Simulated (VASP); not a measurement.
# BN (P3m1) in VASP: notebook

One crystal, BN, is run at these levels: PBE; tasks: single point.

Everything below comes from runs of VASP 6.6.1. Logs are shortened: lines on timing, memory, paths and dates and some standing lists are left out, and cuts for length are marked.

### 1 The cell of the first run

It takes space group P3m1 (No. 156, trigonal). The conventional cell has a = 2.555 Å, b = 2.555 Å, c = 4.225 Å, α = 90.00°, β = 90.00°, γ = 120.00°. B (site symmetry 3m) is surrounded by 4 N at 1.57 to 1.58 Å. Around B (site symmetry 3m) lie 4 N at 1.55 to 1.60 Å. N (site symmetry 3m) has 4 B at 1.55 to 1.57 Å as nearest neighbours. N (site symmetry 3m) has 4 B at 1.58 to 1.60 Å as nearest neighbours.

Measurements of this composition are mostly on another form, of space group No. 194.

### 2 Single point, PBE (mode 4 frozen in at +0.000 Å and mode 12 at -0.030 Å (largest displacements))

Input file INCAR:

```
ALGO = Normal
EDIFF = 1E-6
ENCUT = 520
GGA = PE
ISIF = 2
ISMEAR = 0
LASPH = True
LCHARG = False
LREAL = False
LWAVE = False
NBANDS = 16
NELM = 100
PREC = Accurate
SIGMA = 0.05
```

Input file KPOINTS:

```
k-points
0
Gamma
  12 12 6
```

Input file POSCAR:

```
BN
1.0
    2.5546214127      0.0000000000      0.0000000000
   -1.2773107064      2.2123670404      0.0000000000
    0.0000000000      0.0000000000      4.2245494600
B N
2 2
Direct
    0.6666666667      0.3333333333      0.9927050963
    0.3333333333      0.6666666667      0.5069077943
    0.6666666667      0.3333333333      0.6215883171
    0.3333333333      0.6666666667      0.1287987923
```

Potentials or basis: VASP PAW PBE potentials, release 64 (B, N).

On the command line:

```console
> cat potpaw_PBE.64/B/POTCAR potpaw_PBE.64/N/POTCAR > POTCAR
> mpirun -np 1 vasp_std > vasp.out
```

OUTCAR:

```text
EDIFF = 1E-6
   ENCUT = 520
   GGA = PE
   ISIF = 2
   ISMEAR = 0
   LASPH = True
   LREAL = False
   NELM = 100
   PREC = Accurate

 ion  position               nearest neighbor table
   1  0.667  0.333  0.993-   3 1.57   4 1.58   4 1.58   4 1.58
   2  0.333  0.667  0.507-   3 1.55   3 1.55   3 1.55   4 1.60
   3  0.667  0.333  0.622-   2 1.55   2 1.55   2 1.55   1 1.57
   4  0.333  0.667  0.129-   1 1.58   1 1.58   1 1.58   2 1.60

  LATTYP: Found a hexagonal cell.
 ALAT       =     2.5546214127
 C/A-ratio  =     1.6536890511

  Lattice vectors:

 A1 = (   2.5546214127,   0.0000000000,   0.0000000000)
 A2 = (  -1.2773107064,   2.2123670404,   0.0000000000)
 A3 = (   0.0000000000,   0.0000000000,   4.2245494600)

Analysis of symmetry for initial positions (statically):
=====================================================================
 Subroutine PRICEL returns:
 Original cell was already a primitive cell.

 Routine SETGRP: Setting up the symmetry group for a
 hexagonal supercell.

 Subroutine GETGRP returns: Found  6 space group operations
 (whereof  6 operations were pure point group operations)
 out of a pool of 24 trial point group operations.

The static configuration has the point symmetry C_3v.

Analysis of symmetry for dynamics (positions and initial velocities):
=====================================================================
 Subroutine PRICEL returns:
 Original cell was already a primitive cell.

 Routine SETGRP: Setting up the symmetry group for a
 hexagonal supercell.

 Subroutine GETGRP returns: Found  6 space group operations
 (whereof  6 operations were pure point group operations)
 out of a pool of 24 trial point group operations.

The dynamic configuration has the point symmetry C_3v.

 Subroutine INISYM returns: Found  6 space group operations
 (whereof  6 operations are pure point group operations),
 and found     1 'primitive' translations

----------------------------------------------------------------------------------------

                                     Primitive cell

  volume of cell :      23.8761

  direct lattice vectors                    reciprocal lattice vectors
     2.554621413  0.000000000  0.000000000     0.391447435  0.226002282  0.000000000
    -1.277310706  2.212367040  0.000000000     0.000000000  0.452004564  0.000000000
     0.000000000  0.000000000  4.224549460     0.000000000  0.000000000  0.236711633

  length of vectors
     2.554621413  2.554621413  4.224549460     0.452004564  0.452004564  0.236711633

  position of ions in fractional coordinates (direct lattice)
     0.666666667  0.333333333  0.992705096
     0.333333333  0.666666667  0.506907794
     0.666666667  0.333333333  0.621588317
     0.333333333  0.666666667  0.128798792

  ion indices of the primitive-cell ions
   primitive index   ion index
                 1           1
                 2           2
                 3           3
                 4           4

----------------------------------------------------------------------------------------

 KPOINTS: k-points

Automatic generation of k-mesh.
 Grid dimensions read from file:
 generate k-points for:   12   12    6

 Generating k-lattice:

  Cartesian coordinates                     Fractional coordinates (reciprocal lattice)
     0.032620620  0.018833524  0.000000000     0.083333333  0.000000000  0.000000000
     0.000000000  0.037667047  0.000000000     0.000000000  0.083333333  0.000000000
     0.000000000  0.000000000  0.039451939     0.000000000  0.000000000  0.166666667

  Length of vectors
     0.037667047  0.037667047  0.039451939

  Shift w.r.t. Gamma in fractional coordinates (k-lattice)
     0.000000000  0.000000000  0.000000000

 Subroutine IBZKPT returns following result:
 ===========================================

 Found    100 irreducible k-points:

 Following reciprocal coordinates:
            Coordinates               Weight
  0.000000  0.000000  0.000000      1.000000
  0.083333 -0.000000  0.000000      6.000000
  0.166667 -0.000000  0.000000      6.000000
  0.250000 -0.000000  0.000000      6.000000
  0.333333  0.000000  0.000000      6.000000
  0.416667  0.000000  0.000000      6.000000
[... 16 lines left out ...]
  0.166667 -0.000000  0.166667      6.000000
  0.000000  0.166667  0.166667      6.000000
 [... further k-points ...]
   k-points           NKPTS =    100   k-points in BZ     NKDIM =    100   number of bands    NBANDS=     16
   number of dos      NEDOS =    301   number of ions     NIONS =      4
   total plane-waves  NPLWV =  12800
   dimension x,y,z NGX =    20 NGY =   20 NGZ =   32
   dimension x,y,z NGXF=    40 NGYF=   40 NGZF=   64
   ions per type =               2   2
   NGX,Y,Z   is equivalent  to a cutoff of  13.02, 13.02, 12.59 a.u.
   NGXF,Y,Z  is equivalent  to a cutoff of  26.03, 26.03, 25.19 a.u.
 SYSTEM =  unknown system
   PREC   = accura    normal or accurate (medium, high low for compatibility)
   ISTART =      0    job   : 0-new  1-cont  2-samecut
   ICHARG =      2    charge: 1-file 2-atom 10-const
   ISPIN  =      1    spin polarized calculation?
   LNONCOLLINEAR =      F non collinear calculations
   LSORBIT =      F    spin-orbit coupling
   LASPH  =      T    aspherical Exc in radial PAW
   ENCUT  =  520.0 eV  38.22 Ry    6.18 a.u.   4.75  4.75  7.85*2*pi/ulx,y,z
   NELM   =    100;   NELMIN=  2; NELMDL= -5     # of ELM steps
   EDIFF  = 0.1E-05   stopping-criterion for ELM
   LREAL  =      F    real-space projection
   EDIFFG = 0.1E-04   stopping-criterion for IOM
   NSW    =      0    number of steps for IOM
   IBRION =     -1    ionic relax: 0-MD 1-quasi-New 2-CG
   NFREE  =      0    steps in history (QN), initial steepest desc. (CG)
   ISIF   =      2    stress and relaxation
   ISYM   =      2    0-nonsym 1-usesym 2-fastsym
   POTIM  = 0.5000    time-step for ionic-motion
   TEBEG  =    0.0;   TEEND  =   0.0 temperature during run
   PSTRESS=    0.0 pullay stress
   NELECT =      16.0000    total number of electrons
   NUPDOWN=      -1.0000    fix difference up-down
   EMIN   =  10.00;   EMAX   =-10.00  energy-range for DOS
   EFERMI =   0.00;   METHOD = LEGACY
   ISMEAR =     0;   SIGMA  =   0.05  broadening in eV -4-tet -1-fermi 0-gaus
   EFERMI_NEDOS =   21; number of points for ismear=-14 and -15
   IALGO  =     38    algorithm
   IMIX   =      4    mixing-type and parameters
     AMIX     =   0.40;   BMIX     =  1.00
     AMIX_MAG =   1.60;   BMIX_MAG =  1.00
  volume/ion in A,a.u.               =       5.97        40.28
  Fermi-wavevector in a.u.,A,eV,Ry     =   1.432606  2.707233 27.924055  2.052360
  Thomas-Fermi vector in A             =   2.552215
   LORBIT       =      0    0 simple, 1 ext, 2 COOP (PROOUT), +10 PAW based schemes
   GGA     = PE    functional components
   LHFCALC =     F    Hartree Fock is set to
   AEXX    =    0.0000 exact exchange contribution
   IVDW    =     0    specifies the selected vdW correction
   LEPSILON=     F    determine dielectric tensor
   LRPA    =     F    only Hartree local field effects (RPA)
 non-spin polarized calculation
 Gauss-broadening in eV      SIGMA  =   0.05
  energy-cutoff  :      520.00
  volume of cell :       23.88
 maximum number of plane-waves:       660
 NGX is ok and might be reduce to    20
   NGX =  9   NGY =  9   NGZ = 15

 number of electron      16.0000002 magnetization

 Free energy of the ion-electron system (eV)
  ---------------------------------------------------
  ext. energy  EPLUGINS =         0.00000000
  ---------------------------------------------------
  free energy    TOTEN  =       -34.77392553 eV

  energy without entropy =      -34.77392553  energy(sigma->0) =      -34.77392553

 E-fermi :   7.7908     XC(G=0): -12.7620

 val. band max:        7.5080975139   @ k =   0.0000   0.0000   0.0000
 cond. band min:      12.6208666677   @ k =   0.3333   0.3333   0.0000
 fundamental gap:      5.1127691538
 Fermi energy:         7.7908013057

 k-point     1 :       0.0000    0.0000    0.0000
  band No.  band energies     occupation
      1     -12.8827      2.00000
      2      -8.7246      2.00000
      3      -3.3991      2.00000
      4       5.2456      2.00000
      5       5.2456      2.00000
      6       7.1722      2.00000
[... 8 lines left out ...]
     15      19.2378      0.00000
     16      23.5114      0.00000

 k-point     2 :       0.0833   -0.0000    0.0000
  band No.  band energies     occupation
      1     -12.7332      2.00000
      2      -8.6097      2.00000
      3      -3.2503      2.00000
      4       4.5649      2.00000
      5       4.9697      2.00000
      6       6.9222      2.00000
[... 8 lines left out ...]
     15      19.6683      0.00000
     16      23.2966      0.00000

 k-point     3 :       0.1667   -0.0000    0.0000
  band No.  band energies     occupation
      1     -12.2894      2.00000
      2      -8.2808      2.00000
      3      -2.8096      2.00000
      4       2.9255      2.00000
      5       4.3189      2.00000
      6       5.5089      2.00000
[... 8 lines left out ...]
     15      20.7917      0.00000
     16      22.7007      0.00000

 k-point     4 :       0.2500   -0.0000    0.0000
  band No.  band energies     occupation
      1     -11.5693      2.00000
      2      -7.8002      2.00000
      3      -2.0983      2.00000
      4       0.9812      2.00000
      5       3.5874      2.00000
      6       3.7441      2.00000
[... 8 lines left out ...]
     15      22.2564      0.00000
     16      22.8292      0.00000

 k-point     5 :       0.3333    0.0000    0.0000
  band No.  band energies     occupation
      1     -10.6161      2.00000
      2      -7.3338      2.00000
      3      -1.1804      2.00000
      4      -0.7469      2.00000
      5       1.9853      2.00000
      6       2.9702      2.00000
[... 8 lines left out ...]
     15      23.1231      0.00000
     16      23.6894      0.00000

 k-point     6 :       0.4167    0.0000    0.0000
  band No.  band energies     occupation
      1      -9.5495      2.00000
      2      -7.2287      2.00000
      3      -1.8139      2.00000
      4      -0.1905      2.00000
      5       0.5744      2.00000
      6       2.5690      2.00000
[... 8 lines left out ...]
     15      23.4365      0.00000
     16      24.7277      0.00000
[... 267 lines left out ...]
 k-point    21 :       0.0833   -0.0000    0.1667
  band No.  band energies     occupation
      1     -12.5725      2.00000
      2      -9.1554      2.00000
      3      -2.4158      2.00000
      4       4.6806      2.00000
      5       5.0796      2.00000
      6       6.1083      2.00000
[... 8 lines left out ...]
     15      19.3849      0.00000
     16      22.9711      0.00000

 k-point    22 :       0.0000    0.0833    0.1667
  band No.  band energies     occupation
      1     -12.5726      2.00000
      2      -9.1554      2.00000
      3      -2.4157      2.00000
      4       4.6705      2.00000
      5       5.0808      2.00000
      6       6.1336      2.00000
[... 8 lines left out ...]
     15      19.3447      0.00000
     16      22.9529      0.00000

 k-point    23 :       0.1667   -0.0000    0.1667
  band No.  band energies     occupation
      1     -12.1314      2.00000
      2      -8.7977      2.00000
      3      -2.0287      2.00000
      4       3.0727      2.00000
      5       4.4385      2.00000
      6       5.0413      2.00000
[... 8 lines left out ...]
     15      20.5192      0.00000
     16      22.7410      0.00000

 k-point    24 :       0.0000    0.1667    0.1667
  band No.  band energies     occupation
      1     -12.1315      2.00000
      2      -8.7975      2.00000
      3      -2.0275      2.00000
      4       3.0436      2.00000
      5       4.4397      2.00000
      6       5.1059      2.00000
[... 8 lines left out ...]
     15      20.4499      0.00000
     16      22.5403      0.00000

 [... further k-points ...]

------------------------ aborting loop because EDIFF is reached ----------------------------------------

  FORCE on cell =-STRESS in cart. coord.  units (eV):
  Direction    XX          YY          ZZ          XY          YZ          ZX
  --------------------------------------------------------------------------------------
  -------------------------------------------------------------------------------------
  Total        0.1009624      0.1009624     -0.0035177     -0.0000000      0.0000000     -0.0000000
  in kB        6.7749499      6.7749499     -0.2360487     -0.0000000      0.0000000     -0.0000000
  external PRESSURE =       4.4379504 kB  Pullay stress =       0.0000000 kB

 VOLUME and BASIS-vectors are now :
 -----------------------------------------------------------------------------
  energy-cutoff  :      520.00
  volume of cell :       23.88
      direct lattice vectors                 reciprocal lattice vectors
     2.554621413  0.000000000  0.000000000     0.391447435  0.226002282  0.000000000
    -1.277310706  2.212367040  0.000000000     0.000000000  0.452004564  0.000000000
     0.000000000  0.000000000  4.224549460     0.000000000  0.000000000  0.236711633

 POSITION                                       TOTAL-FORCE (eV/Angst)
 -----------------------------------------------------------------------------------
      1.27731      0.73746      4.19373         0.000000      0.000000      1.496225
     -0.00000      1.47491      2.14146        -0.000000     -0.000000     -1.442621
      1.27731      0.73746      2.62593         0.000000     -0.000000      0.935387
     -0.00000      1.47491      0.54412         0.000000      0.000000     -0.988990
 -----------------------------------------------------------------------------------
    total drift:                               -0.000000      0.000000      0.000129

  FREE ENERGIE OF THE ION-ELECTRON SYSTEM (eV)
  ---------------------------------------------------
  free  energy   TOTEN  =       -34.7739255343 eV

  energy  without entropy=      -34.7739255343  energy(sigma->0) =      -34.77392553
```

It took 32 s on 1 thread of Intel Xeon Platinum 8259CL at 2.50GHz (Skylake/Cascade Lake), shared host; peak memory 0.15 GiB.

Results:

* Free energy: -34.7739 eV
* Pressure: 0.4 GPa
* Largest force: 1.496 eV/Å
* Band gap on the k mesh: 5.11 eV, indirect (least direct gap 8.15 eV)

Forces on the atoms (eV/Å):
```
B    0.000  0.000  1.496
B    0.000  0.000 -1.443
N    0.000  0.000  0.935
N    0.000  0.000 -0.989
```

Stress tensor (GPa, compression positive):
```
 0.68  0.00  0.00
 0.00  0.68  0.00
 0.00  0.00 -0.02
```

Levels at points of the mesh, in eV from the valence-band top:
```tsv
k point	band 6	band 7	band 8	band 9	band 10	band 11
(0.00, 0.00, 0.00)	-0.34	0.00	0.00	8.24	8.24	8.47
(0.50, 0.00, 0.00)	-5.08	-4.44	-2.10	6.58	7.85	10.45
(0.00, 0.00, 0.50)	-1.66	-0.83	-0.83	9.09	9.55	9.66
(0.50, 0.00, 0.50)	-3.76	-3.45	-3.39	6.31	6.58	9.82
```

Caveat: forces of over 1 eV/Å show positions far from the minimum, so gaps and moduli don't describe the material at rest.

### 3 Single point, PBE (mode 4 frozen in at -0.031 Å and mode 12 at -0.030 Å (largest displacements))

Input file INCAR:

```
PREC = Accurate ; ENCUT = 520
EDIFF = 1E-6 ; ISMEAR = 0
SIGMA = 0.05 ; LREAL = False
LASPH = True ; NELM = 100
ALGO = Fast ; ISIF = 2
LWAVE = False ; LCHARG = True
GGA = PE ; LELF = True
LVHAR = True ; NBANDS = 16
```

Input file KPOINTS:

```
regular mesh
0
Gamma
  12 12 6
```

Input file POSCAR:

```
BN
1.0
    2.5546214127      0.0000000000      0.0000000000
   -1.2773107064      2.2123670404      0.0000000000
    0.0000000000      0.0000000000      4.2245494600
B N
2 2
Direct
    0.6552578767      0.3333333333      0.9927050963
    0.3447421233      0.6666666667      0.5069077943
    0.6788798266      0.3333333333      0.6215883171
    0.3211201734      0.6666666667      0.1287987923
```

Potentials or basis: VASP PAW PBE potentials, release 64 (B, N).

On the command line:

```console
> cat potpaw_PBE.64/B/POTCAR potpaw_PBE.64/N/POTCAR > POTCAR
> mpirun -np 1 vasp_std > vasp.out
```

It took 2 min on 1 thread of Intel Xeon Platinum 8259CL at 2.50GHz (Skylake/Cascade Lake), shared host; peak memory 0.24 GiB.

It converged, with:

| Quantity | Value |
| --- | --- |
| Free energy | -34.7553 eV |
| Pressure | 0.5 GPa |
| Largest force | 1.517 eV/Å |
| Band gap on the k mesh | 5.07 eV, indirect (least direct gap 8.10 eV) |

Forces on the atoms (eV/Å):
```
B    0.262 -0.004  1.494
B   -0.250  0.004 -1.438
N   -0.363 -0.005  0.935
N    0.350  0.005 -0.991
```

Stress tensor (GPa, compression positive):
```
 0.53  1.05 -0.22
 1.05  0.81 -0.01
-0.22 -0.01  0.12
```

Levels at points of the mesh, in eV from the valence-band top:
| k point | band 5 | band 6 | band 7 | band 8 | band 9 | band 10 | band 11 | band 12 |
| --- | --- | --- | --- | --- | --- | --- | --- | --- |
| (0.00, 0.00, 0.00) | -2.26 | -0.36 | -0.08 | 0.00 | 8.10 | 8.29 | 8.44 | 9.31 |
| (0.50, 0.00, 0.00) | -6.84 | -5.10 | -4.61 | -2.14 | 6.52 | 8.15 | 10.42 | 11.28 |
| (0.00, 0.50, 0.00) | -6.97 | -5.10 | -4.46 | -2.16 | 6.56 | 7.81 | 10.40 | 11.23 |
| (0.50, 0.50, 0.00) | -7.09 | -5.11 | -4.31 | -2.14 | 6.58 | 7.45 | 10.42 | 11.20 |
| (0.00, 0.00, 0.50) | -1.70 | -1.68 | -0.88 | -0.86 | 9.03 | 9.44 | 9.62 | 9.70 |
| (0.50, 0.00, 0.50) | -4.27 | -3.72 | -3.47 | -3.37 | 6.33 | 6.57 | 9.65 | 9.80 |
| (0.00, 0.50, 0.50) | -4.29 | -3.78 | -3.53 | -3.34 | 6.27 | 6.53 | 9.78 | 9.93 |
| (0.50, 0.50, 0.50) | -4.28 | -3.84 | -3.54 | -3.40 | 6.22 | 6.50 | 9.90 | 10.04 |

Caveat: forces of over 1 eV/Å show positions far from the minimum, so gaps and moduli don't describe the material at rest. A k mesh can miss the band edges.
